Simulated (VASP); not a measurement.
# Zn (Fm-3m) in VASP: single point with r2SCAN

Aim: the single point of Zn with r2SCAN.

Everything below comes from runs of VASP 6.6.1. Logs are shortened: lines on timing, memory, paths and dates and some standing lists are left out, and cuts for length are marked.

**1. Starting point**

The structure is cubic, space group Fm-3m (No. 225). The conventional cell has a = 3.930 Å, b = 3.930 Å, c = 3.930 Å, α = 90.00°, β = 90.00°, γ = 90.00°. Around Zn (site symmetry m-3m) lie 12 Zn at 2.78 Å.

This isn't the form of Zn at room conditions, which is hcp.

**2. Single point, r2SCAN**

The input, POSCAR:

```
Zn
1.0
    0.0000000000      1.9647760000      1.9647760000
    1.9647760000      0.0000000000      1.9647760000
    1.9647760000      1.9647760000      0.0000000000
Zn
1
Direct
    0.0000000000      0.0000000000      0.0000000000
```

The input, INCAR.step1:

```
SYSTEM = Zn
  PREC = Accurate
  ENCUT = 520
  ISMEAR = -5
  SIGMA = 0.05
  LREAL = .False.
  LASPH = .True.
  NELM = 100
  NBANDS = 12
  GGA = PE
  ALGO = Normal
  EDIFF = 1E-4
  LWAVE = .True.
  LCHARG = .False.
```

The input, INCAR.step2:

```
SYSTEM = Zn
  PREC = Accurate
  ENCUT = 520
  EDIFF = 1E-6
  ISMEAR = 1
  SIGMA = 0.05
  LREAL = .False.
  LASPH = .True.
  NELM = 100
  ALGO = Normal
  ISIF = 2
  LWAVE = .False.
  LCHARG = .False.
  METAGGA = R2SCAN
  LMIXTAU = .True.
  LORBIT = 11
  NBANDS = 12
  ISTART = 1
```

The input, KPOINTS:

```
Automatic mesh
0
Gamma
  10 10 10
  0 0 0
```

Potentials or basis: VASP PAW PBE potentials, release 64 (Zn).

Command:

```bash
$ cat potpaw_PBE.64/Zn/POTCAR > POTCAR
$ cp INCAR.step1 INCAR
$ mpirun -np 1 vasp_std > vasp.out
$ cp INCAR.step2 INCAR
$ mpirun -np 1 vasp_std > vasp.out
```

OUTCAR:

```text
SYSTEM = Zn
   PREC = Accurate
   ENCUT = 520
   EDIFF = 1E-6
   ISMEAR = 1
   LREAL = .False.
   LASPH = .True.
   NELM = 100
   ISIF = 2
   METAGGA = R2SCAN
   LORBIT = 11
   ISTART = 1

 ion  position               nearest neighbor table
   1  0.000  0.000  0.000-

  LATTYP: Found a face centered cubic cell.
 ALAT       =     3.9295520000

  Lattice vectors:

 A1 = (   0.0000000000,   1.9647760000,   1.9647760000)
 A2 = (   1.9647760000,   0.0000000000,   1.9647760000)
 A3 = (   1.9647760000,   1.9647760000,   0.0000000000)

Analysis of symmetry for initial positions (statically):
=====================================================================
 Subroutine PRICEL returns:
 Original cell was already a primitive cell.

 Routine SETGRP: Setting up the symmetry group for a
 face centered cubic supercell.

 Subroutine GETGRP returns: Found 48 space group operations
 (whereof 48 operations were pure point group operations)
 out of a pool of 48 trial point group operations.

The static configuration has the point symmetry O_h .

Analysis of symmetry for dynamics (positions and initial velocities):
=====================================================================
 Subroutine PRICEL returns:
 Original cell was already a primitive cell.

 Routine SETGRP: Setting up the symmetry group for a
 face centered cubic supercell.

 Subroutine GETGRP returns: Found 48 space group operations
 (whereof 48 operations were pure point group operations)
 out of a pool of 48 trial point group operations.

The dynamic configuration has the point symmetry O_h .

 Subroutine INISYM returns: Found 48 space group operations
 (whereof 48 operations are pure point group operations),
 and found     1 'primitive' translations

----------------------------------------------------------------------------------------

                                     Primitive cell

  volume of cell :      15.1694

  direct lattice vectors                    reciprocal lattice vectors
     0.000000000  1.964776000  1.964776000    -0.254481936  0.254481936  0.254481936
     1.964776000  0.000000000  1.964776000     0.254481936 -0.254481936  0.254481936
     1.964776000  1.964776000  0.000000000     0.254481936  0.254481936 -0.254481936

  length of vectors
     2.778612866  2.778612866  2.778612866     0.440775643  0.440775643  0.440775643

  position of ions in fractional coordinates (direct lattice)
     0.000000000  0.000000000  0.000000000

  ion indices of the primitive-cell ions
   primitive index   ion index
                 1           1

----------------------------------------------------------------------------------------

 KPOINTS: Automatic mesh

Automatic generation of k-mesh.
 Grid dimensions read from file:
 generate k-points for:   10   10   10

 Generating k-lattice:

  Cartesian coordinates                     Fractional coordinates (reciprocal lattice)
    -0.025448194  0.025448194  0.025448194     0.100000000  0.000000000  0.000000000
     0.025448194 -0.025448194  0.025448194     0.000000000  0.100000000  0.000000000
     0.025448194  0.025448194 -0.025448194     0.000000000  0.000000000  0.100000000

  Length of vectors
     0.044077564  0.044077564  0.044077564

  Shift w.r.t. Gamma in fractional coordinates (k-lattice)
     0.000000000  0.000000000  0.000000000

 Subroutine IBZKPT returns following result:
 ===========================================

 Found     47 irreducible k-points:

 Following reciprocal coordinates:
            Coordinates               Weight
  0.000000  0.000000  0.000000      1.000000
  0.100000  0.000000  0.000000      8.000000
  0.200000  0.000000  0.000000      8.000000
  0.300000  0.000000  0.000000      8.000000
  0.400000  0.000000  0.000000      8.000000
  0.500000  0.000000  0.000000      4.000000
[... 16 lines left out ...]
  0.300000  0.300000  0.000000      6.000000
  0.400000  0.300000  0.000000     24.000000
 [... further k-points ...]
   k-points           NKPTS =     47   k-points in BZ     NKDIM =     47   number of bands    NBANDS=     12
   number of dos      NEDOS =    301   number of ions     NIONS =      1
   total plane-waves  NPLWV =  13824
   dimension x,y,z NGX =    24 NGY =   24 NGZ =   24
   dimension x,y,z NGXF=    48 NGYF=   48 NGZF=   48
   ions per type =               1
   NGX,Y,Z   is equivalent  to a cutoff of  14.36, 14.36, 14.36 a.u.
   NGXF,Y,Z  is equivalent  to a cutoff of  28.72, 28.72, 28.72 a.u.
 SYSTEM =  Zn
   PREC   = accura    normal or accurate (medium, high low for compatibility)
   ISTART =      1    job   : 0-new  1-cont  2-samecut
   ICHARG =      0    charge: 1-file 2-atom 10-const
   ISPIN  =      1    spin polarized calculation?
   LNONCOLLINEAR =      F non collinear calculations
   LSORBIT =      F    spin-orbit coupling
   LASPH  =      T    aspherical Exc in radial PAW
   ENCUT  =  520.0 eV  38.22 Ry    6.18 a.u.   5.17  5.17  5.17*2*pi/ulx,y,z
   NELM   =    100;   NELMIN=  2; NELMDL=  0     # of ELM steps
   EDIFF  = 0.1E-05   stopping-criterion for ELM
   LREAL  =      F    real-space projection
   EDIFFG = 0.1E-04   stopping-criterion for IOM
   NSW    =      0    number of steps for IOM
   IBRION =     -1    ionic relax: 0-MD 1-quasi-New 2-CG
   NFREE  =      0    steps in history (QN), initial steepest desc. (CG)
   ISIF   =      2    stress and relaxation
   ISYM   =      2    0-nonsym 1-usesym 2-fastsym
   POTIM  = 0.5000    time-step for ionic-motion
   TEBEG  =    0.0;   TEEND  =   0.0 temperature during run
   PSTRESS=    0.0 pullay stress
   NELECT =      12.0000    total number of electrons
   NUPDOWN=      -1.0000    fix difference up-down
   EMIN   =  10.00;   EMAX   =-10.00  energy-range for DOS
   EFERMI =   0.00;   METHOD = LEGACY
   ISMEAR =     1;   SIGMA  =   0.05  broadening in eV -4-tet -1-fermi 0-gaus
   EFERMI_NEDOS =   21; number of points for ismear=-14 and -15
   IALGO  =     38    algorithm
   IMIX   =      4    mixing-type and parameters
     AMIX     =   0.40;   BMIX     =  1.00
     AMIX_MAG =   1.60;   BMIX_MAG =  1.00
  volume/ion in A,a.u.               =      15.17       102.37
  Fermi-wavevector in a.u.,A,eV,Ry     =   1.514069  2.861175 31.190044  2.292404
  Thomas-Fermi vector in A             =   2.623775
   LORBIT       =     11    0 simple, 1 ext, 2 COOP (PROOUT), +10 PAW based schemes
   METAGGA = R2SCAN    functional components
   LHFCALC =     F    Hartree Fock is set to
   AEXX    =    0.0000 exact exchange contribution
   IVDW    =     0    specifies the selected vdW correction
   LEPSILON=     F    determine dielectric tensor
   LRPA    =     F    only Hartree local field effects (RPA)
 non-spin polarized calculation
 Methfessel and Paxton  Order N= 1 SIGMA  =   0.05
  energy-cutoff  :      520.00
  volume of cell :       15.17
 maximum number of plane-waves:       423
 NGX is ok and might be reduce to    24

 number of electron      12.0000008 magnetization

 Free energy of the ion-electron system (eV)
  ---------------------------------------------------
  ext. energy  EPLUGINS =         0.00000000
  ---------------------------------------------------
  free energy    TOTEN  =        -8.85674842 eV

  energy without entropy =       -8.85610350  energy(sigma->0) =       -8.85653345

 E-fermi :   3.0765     XC(G=0): -12.6752

 val. band max:        3.0643336779   @ k =  -0.4000   0.3000   0.0000
 cond. band min:       3.3572735065   @ k =  -0.4000   0.3000   0.0000
 fundamental gap:      0.2929398286
 Fermi energy:         3.0765259221

 k-point     1 :       0.0000    0.0000    0.0000
  band No.  band energies     occupation
      1      -7.8773      2.00000
      2      -4.9881      2.00000
      3      -4.9881      2.00000
      4      -4.9881      2.00000
      5      -4.6026      2.00000
      6      -4.6026      2.00000
      7      22.3108      0.00000
      8      22.3108      0.00000
      9      22.3108      0.00000
     10      22.6578      0.00000
     11      24.7889      0.00000
     12      24.7889      0.00000

 k-point     2 :       0.1000    0.0000    0.0000
  band No.  band energies     occupation
      1      -7.5629      2.00000
      2      -5.0117      2.00000
      3      -4.9554      2.00000
      4      -4.9553      2.00000
      5      -4.6108      2.00000
      6      -4.6107      2.00000
      7      18.0447      0.00000
      8      21.3899      0.00000
      9      21.3899      0.00000
     10      22.4404      0.00000
     11      26.2493      0.00000
     12      26.2494      0.00000

 k-point     3 :       0.2000    0.0000    0.0000
  band No.  band energies     occupation
      1      -6.6884      2.00000
      2      -4.9990      2.00000
      3      -4.9065      2.00000
      4      -4.9064      2.00000
      5      -4.5930      2.00000
      6      -4.5929      2.00000
      7      13.0039      0.00000
      8      20.2611      0.00000
      9      20.2612      0.00000
     10      22.1433      0.00000
     11      27.0169      0.00000
     12      27.0170      0.00000
[... 286 lines left out ...]
 k-point    23 :       0.3000    0.3000    0.0000
  band No.  band energies     occupation
      1      -5.5617      2.00000
      2      -5.4063      2.00000
      3      -4.5310      2.00000
      4      -4.5310      2.00000
      5      -4.4249      2.00000
      6      -3.5198      2.00000
      7      13.5244      0.00000
      8      13.9625      0.00000
      9      13.9625      0.00000
     10      16.5190      0.00000
     11      18.0068      0.00000
     12      36.9745      0.00000

 k-point    24 :       0.4000    0.3000    0.0000
  band No.  band energies     occupation
      1      -5.5278      2.00000
      2      -5.4475      2.00000
      3      -4.5360      2.00000
      4      -4.5104      2.00000
      5      -4.3311      2.00000
      6      -1.9654      2.00000
      7      10.5141      0.00000
      8      11.0616      0.00000
      9      13.3235      0.00000
     10      16.7754      0.00000
     11      19.7224      0.00000
     12      34.7775      0.00000

 [... further k-points ...]

------------------------ aborting loop because EDIFF is reached ----------------------------------------

  FORCE on cell =-STRESS in cart. coord.  units (eV):
  Direction    XX          YY          ZZ          XY          YZ          ZX
  --------------------------------------------------------------------------------------
  -------------------------------------------------------------------------------------
  Total       -0.4187195     -0.4187195     -0.4187195      0.0000000     -0.0000000     -0.0000000
  in kB      -44.2246763    -44.2246763    -44.2246763      0.0000000     -0.0000000     -0.0000000
  external PRESSURE =     -44.2246763 kB  Pullay stress =       0.0000000 kB

 VOLUME and BASIS-vectors are now :
 -----------------------------------------------------------------------------
  energy-cutoff  :      520.00
  volume of cell :       15.17
      direct lattice vectors                 reciprocal lattice vectors
     0.000000000  1.964776000  1.964776000    -0.254481936  0.254481936  0.254481936
     1.964776000  0.000000000  1.964776000     0.254481936 -0.254481936  0.254481936
     1.964776000  1.964776000  0.000000000     0.254481936  0.254481936 -0.254481936

 POSITION                                       TOTAL-FORCE (eV/Angst)
 -----------------------------------------------------------------------------------
      0.00000      0.00000      0.00000         0.000000      0.000000      0.000000
 -----------------------------------------------------------------------------------
    total drift:                               -0.000000     -0.000000     -0.000000

  FREE ENERGIE OF THE ION-ELECTRON SYSTEM (eV)
  ---------------------------------------------------
  free  energy   TOTEN  =        -8.8567484180 eV

  energy  without entropy=       -8.8561035031  energy(sigma->0) =       -8.85653345

 total charge

# of ion       s       p       d       tot
------------------------------------------
    1        0.581   0.442   9.734  10.757
```

Wall time 18 s (1 thread of Intel Xeon 6975P-C (Granite Rapids), shared host); peak memory 0.14 GiB.

Results:

```yaml
Free_energy: -8.8567 eV
Pressure: -4.4 GPa
Band_gap_on_the_k_mesh: none (metal or under the smearing width)
Valence_electrons_inside_the_program's_atomic_spheres: Zn 10.76
```

Levels at points of the mesh, in eV from the Fermi level:
```csv
k point,band 4,band 5,band 6,band 7,band 8,band 9
"(0.00, 0.00, 0.00)",-8.06,-7.68,-7.68,19.23,19.23,19.23
"(0.50, 0.00, 0.00)",-7.39,-7.39,-3.21,-1.48,16.05,16.05
"(0.50, 0.50, 0.00)",-7.32,-7.32,-1.23,1.82,8.82,8.82
```

Caveat: the PAW data sets were made with another functional, which shifts forces and pressure a little.
